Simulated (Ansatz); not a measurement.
# Sn: energies, forces and stress near the listed structure

A set of self-consistent runs on Sn under further strains and shifts, other functionals, to map its energy surface near the listed cell.

Program: Ansatz 0.2.0. Level of theory: DFT PBE, scalar-relativistic, plane waves, PAW, unless a step's input says otherwise. These are calculated values, not measurements.

## Step 1: The system as given

The structure is cubic, space group Im-3m (No. 229). Conventional cell: a = 3.789 Å, b = 3.789 Å, c = 3.789 Å, α = 90.00°, β = 90.00°, γ = 90.00°. Sn (site symmetry m-3m) has 8 Sn at 3.28 Å as nearest neighbours.

Coordinates:

```
CELL_PARAMETERS angstrom
-1.89465 1.89465 1.89465
1.89465 -1.89465 1.89465
1.89465 1.89465 -1.89465
ATOMIC_POSITIONS crystal
Sn 0.00000 0.00000 0.00000
```

The structure comes from the Materials Project (structure only).

## Step 2: A change within the space group

Against the listed cell: strain xx, yy, zz, yz, xz, xy = +4.4, +4.4, +4.4, +0.0, +0.0, +0.0 %.

input.yaml reads:

```yaml
crystal:
  lattice:
    - [-1.9784143761, 1.9784143761, 1.9784143761]
    - [1.9784143761, -1.9784143761, 1.9784143761]
    - [1.9784143761, 1.9784143761, -1.9784143761]
  atoms:
    - { symbol: Sn, position: [0.0, 0.0, 0.0] }
basis:
  ecutwfc: 420
kpoints:
  mp_grid: { grid: [16, 16, 16] }
hamiltonian:
  xc: pbe
scf:
  occupations: { method: gaussian, width: 0.1 }
output:
  forces: true
  stress: true
  eigenvalues: true
```

What it wrote, shortened:

```text
Warning: RAYON_NUM_THREADS=1 ignored (pool sized by the plan → 1); use --threads N
[...]
Pseudopotentials: kind: paw
Pseudopotential: Sn, paw, valence charge 14, recommended cutoff 420 eV (normal), Sn.paw.azcp
Functional definition: PBE
[...]
Crystal: 1 atoms, lattice volume = 30.975 Å³
Basis set: ecut = 420 eV, 603 PW (Γ), exchange–correlation on 48×48×48 points (8 copies of the dense FFT grid, shifted against one another)
Bands: 11, of which v1, the nominal top of the filled ones, is band 7 counted from 1 (6 counted from 0)
Symmetry: 48 space group operations
Space group: Im-3m (ITA 229), of the structure as read, at distance tolerance 3.1e-5 Å
k-points: 145 of 4096
[...]
SCF iter   1: F=—  HF=-6024.095533 eV  |F-HF|=—  |Δ(HF+E_count)|=         —  Δρ=5.83e-4  dr2=5.30e-5  ethr=1.77e-3  ⟨swp⟩=5.0  Hψ=9362  notcnv=0
[...]
SCF iter   6: F=-6024.095062 eV  HF=-6024.095062 eV  |F-HF|=1.38e-10  |Δ(HF+E_count)|=   1.29e-8  Δρ=6.66e-7  dr2=5.25e-11  ethr=3.89e-11  ⟨swp⟩=2.4  Hψ=5656  notcnv=0
[...]
SCF converged after 6 iterations
Free energy (F): -6024.095062 eV
[...]
E sigma→0 (E₀):  -6024.093525 eV
Entropy (-TS):   -0.003074 eV (-3.074 meV/atom)
Fermi energy:    9.065371 eV
[...]
--- Forces (eV/Å), atoms counted from 1 ---
  atom   1  Sn     0.00000000    -0.00000000     0.00000000
[...]
--- Stress (GPa, compression-positive) ---
       -4.071104       0.000000      -0.000000
       -0.000000      -4.071104      -0.000000
       -0.000000      -0.000000      -4.071104
  P = ⅓ Tr σ = -4.0711 GPa (-40.711 kbar)
--- Band table (eV; the first three rows and the last of 145) ---
  k-point 0: bands = ["-12.4767", "-12.4767", "-12.4767", "-12.3847", "-12.3847", "-1.1621", "15.8717", "15.8717", "15.8717", "20.8426", "20.8426"]
[...]
```

Wall time 0.81 s (1 thread of an x86-64 CPU, shared host); peak memory 0.39 GiB.

## Step 3: A distortion of lower symmetry

The change: strain xx, yy, zz, yz, xz, xy = -1.1, -1.1, -1.1, +2.0, +2.0, -2.0 %.

input.yaml reads:

```yaml
crystal:
  lattice:
    - [-1.8739432748, 1.9497293476, 1.8739432748]
    - [1.9497293476, -1.8739432748, 1.8739432748]
    - [1.798157202, 1.798157202, -1.798157202]
  atoms:
    - { symbol: Sn, position: [0.0, 0.0, 0.0] }
basis:
  ecutwfc: 420
kpoints:
  mp_grid: { grid: [15, 15, 15] }
hamiltonian:
  xc: pbe
scf:
  occupations: { method: gaussian, width: 0.1 }
output:
  forces: true
  stress: true
  eigenvalues: true
```

What it wrote, shortened:

```text
Warning: RAYON_NUM_THREADS=1 ignored (pool sized by the plan → 1); use --threads N
[...]
[... 3 set-up lines as earlier in the session ...]
[...]
Crystal: 1 atoms, lattice volume = 26.290 Å³
Basis set: ecut = 420 eV, 531 PW (Γ), exchange–correlation on 48×48×48 points (8 copies of the dense FFT grid, shifted against one another)
Bands: 11, of which v1, the nominal top of the filled ones, is band 7 counted from 1 (6 counted from 0)
Symmetry: 12 space group operations
Space group: R-3m (ITA 166), of the structure as read, at distance tolerance 3.0e-5 Å
k-points: 344 of 3375
[...]
SCF iter   1: F=—  HF=-6024.122388 eV  |F-HF|=—  |Δ(HF+E_count)|=         —  Δρ=6.54e-4  dr2=6.02e-5  ethr=1.77e-3  ⟨swp⟩=5.0  Hψ=22163  notcnv=0
[...]
SCF iter   6: F=-6024.122016 eV  HF=-6024.122016 eV  |F-HF|=2.43e-9  |Δ(HF+E_count)|=   5.93e-8  Δρ=2.75e-6  dr2=1.50e-9  ethr=4.56e-10  ⟨swp⟩=3.4  Hψ=15229  notcnv=0
[...]
SCF converged after 6 iterations
Free energy (F): -6024.122016 eV
[...]
E sigma→0 (E₀):  -6024.120871 eV
Entropy (-TS):   -0.002290 eV (-2.290 meV/atom)
Fermi energy:    11.329664 eV
[...]
--- Forces (eV/Å), atoms counted from 1 ---
  atom   1  Sn     0.00000000     0.00000000    -0.00000000
[...]
--- Stress (GPa, compression-positive) ---
        2.836362       0.851699      -0.851699
        0.851699       2.836362      -0.851699
       -0.851699      -0.851699       2.836362
  P = ⅓ Tr σ = 2.8364 GPa (28.364 kbar)
--- Band table (eV; the first three rows and the last of 344) ---
  k-point 0: bands = ["-10.2862", "-10.2082", "-10.2082", "-10.0730", "-10.0730", "0.0224", "19.1070", "19.1070", "20.4933", "23.0199", "23.7950"]
[...]
```

Wall time 1.6 s (1 thread of an x86-64 CPU, shared host); peak memory 0.44 GiB.

## Step 4: Another functional, on a distorted cell: r2SCAN

What differs from the listed cell: strain xx, yy, zz, yz, xz, xy = -0.6, -0.6, -0.6, +0.0, +0.0, +0.0 %.

input.yaml reads:

```yaml
crystal:
  lattice:
    - [-1.8837765178, 1.8837765178, 1.8837765178]
    - [1.8837765178, -1.8837765178, 1.8837765178]
    - [1.8837765178, 1.8837765178, -1.8837765178]
  atoms:
    - { symbol: Sn, position: [0.0, 0.0, 0.0] }
basis:
  ecutwfc: 500
kpoints:
  mp_grid: { grid: [16, 16, 16] }
hamiltonian:
  xc: r2scan
scf:
  occupations: { method: gaussian, width: 0.1 }
output:
  forces: true
  stress: true
  eigenvalues: true
```

What it wrote, shortened:

```text
Warning: RAYON_NUM_THREADS=1 ignored (pool sized by the plan → 1); use --threads N
[...]
[... 1 set-up line as earlier in the session ...]
Pseudopotential: Sn, paw, valence charge 14, recommended cutoff 500 eV (meta_gga), Sn.paw.azcp
Functional definition: r2SCAN
[...]
Crystal: 1 atoms, lattice volume = 26.739 Å³
Basis set: ecut = 500 eV, 675 PW (Γ), exchange–correlation on 96×96×96 points (64 copies of the dense FFT grid, shifted against one another)
Bands: 11, of which v1, the nominal top of the filled ones, is band 7 counted from 1 (6 counted from 0)
[... 1 set-up line as earlier in the session ...]
Space group: Im-3m (ITA 229), of the structure as read, at distance tolerance 3.0e-5 Å
k-points: 145 of 4096
[...]
SCF iter   1: F=—  HF=-6038.382185 eV  |F-HF|=—  |Δ(HF+E_count)|=         —  Δρ=4.72e-3  dr2=2.53e-3  dr2_τ=2.76e-4  ethr=1.77e-3  ⟨swp⟩=5.0  Hψ=9524  notcnv=0
[...]
SCF iter   6: F=-6038.390021 eV  HF=-6038.390021 eV  |F-HF|=2.52e-7  |Δ(HF+E_count)|=   1.97e-6  Δρ=1.89e-5  dr2=7.08e-8  dr2_τ=2.88e-9  ethr=7.14e-10  ⟨swp⟩=8.1  Hψ=8593  notcnv=0
[...]
SCF converged after 6 iterations
Free energy (F): -6038.390021 eV
[...]
E sigma→0 (E₀):  -6038.387992 eV
Entropy (-TS):   -0.004059 eV (-4.059 meV/atom)
Fermi energy:    11.006867 eV
[...]
--- Forces (eV/Å), atoms counted from 1 ---
  atom   1  Sn    -0.00000000     0.00000000    -0.00000000
[...]
--- Stress (GPa, compression-positive) ---
        0.626654       0.000000      -0.000000
       -0.000000       0.626654      -0.000000
       -0.000000       0.000000       0.626654
  P = ⅓ Tr σ = 0.6267 GPa (6.267 kbar)
--- Band table (eV; the first three rows and the last of 145) ---
  k-point 0: bands = ["-11.2924", "-11.2924", "-11.2924", "-11.1354", "-11.1354", "-0.7315", "19.6446", "19.6446", "19.6446", "23.9614", "23.9614"]
[...]
```

Run time: 1.5 s. Hardware: 1 thread of an x86-64 CPU, shared host; peak memory 0.45 GiB.

## Step 5: A change within the space group

Against the listed cell: strain xx, yy, zz, yz, xz, xy = +2.6, +2.6, +2.6, +0.0, +0.0, +0.0 %.

input.yaml reads:

```yaml
crystal:
  lattice:
    - [-1.9436475152, 1.9436475152, 1.9436475152]
    - [1.9436475152, -1.9436475152, 1.9436475152]
    - [1.9436475152, 1.9436475152, -1.9436475152]
  atoms:
    - { symbol: Sn, position: [0.0, 0.0, 0.0] }
basis:
  ecutwfc: 420
kpoints:
  mp_grid: { grid: [16, 16, 16] }
hamiltonian:
  xc: pbe
scf:
  occupations: { method: gaussian, width: 0.1 }
output:
  forces: true
  stress: true
  eigenvalues: true
```

What it wrote, shortened:

```text
Warning: RAYON_NUM_THREADS=1 ignored (pool sized by the plan → 1); use --threads N
[...]
[... 3 set-up lines as earlier in the session ...]
[...]
Crystal: 1 atoms, lattice volume = 29.371 Å³
Basis set: ecut = 420 eV, 603 PW (Γ), exchange–correlation on 48×48×48 points (8 copies of the dense FFT grid, shifted against one another)
Bands: 11, of which v1, the nominal top of the filled ones, is band 7 counted from 1 (6 counted from 0)
[... 2 set-up lines as earlier in the session ...]
k-points: 145 of 4096
[...]
SCF iter   1: F=—  HF=-6024.128158 eV  |F-HF|=—  |Δ(HF+E_count)|=         —  Δρ=5.85e-4  dr2=4.94e-5  ethr=1.77e-3  ⟨swp⟩=5.0  Hψ=9280  notcnv=0
[...]
SCF iter   6: F=-6024.127688 eV  HF=-6024.127688 eV  |F-HF|=4.75e-9  |Δ(HF+E_count)|=   1.07e-7  Δρ=3.71e-6  dr2=4.76e-9  ethr=5.29e-10  ⟨swp⟩=3.2  Hψ=5751  notcnv=0
[...]
SCF converged after 6 iterations
Free energy (F): -6024.127688 eV
[...]
E sigma→0 (E₀):  -6024.126275 eV
Entropy (-TS):   -0.002825 eV (-2.825 meV/atom)
Fermi energy:    9.753332 eV
[...]
--- Forces (eV/Å), atoms counted from 1 ---
  atom   1  Sn     0.00000000     0.00000000     0.00000000
[...]
--- Stress (GPa, compression-positive) ---
       -2.351548       0.000000       0.000000
        0.000000      -2.351548      -0.000000
        0.000000      -0.000000      -2.351548
  P = ⅓ Tr σ = -2.3515 GPa (-23.515 kbar)
--- Band table (eV; the first three rows and the last of 145) ---
  k-point 0: bands = ["-11.7746", "-11.7746", "-11.7746", "-11.6657", "-11.6657", "-0.7919", "17.0318", "17.0318", "17.0318", "21.6868", "21.6868"]
[...]
```

It took 0.78 s on 1 thread of an x86-64 CPU, shared host; peak memory 0.39 GiB.

## Step 6: All points side by side

```
step                                             case  energy (meV/atom)  pressure (GPa)  largest force (eV/Å)  gap on the mesh (eV)
   2                  a change within the space group               +0.0            -4.1                  0.00                  0.00
   3                   a distortion of lower symmetry             -27.3*             2.8                  0.00                  0.00
   4  another functional, on a distorted cell: r2SCAN                n/a             0.6                  0.00                  0.00
   5                  a change within the space group              -32.8            -2.4                  0.00                  0.00
```

Energies are counted from step 2, with the smearing taken to zero; a star marks another k mesh, which can shift energies by itself, so starred rows don't rank against the others. Other atoms or functionals have another zero of energy (n/a). A gap of 0.00 means none on the mesh at this level.

What this shows: The distorted cells of the listed formula and level show no gap on the mesh.
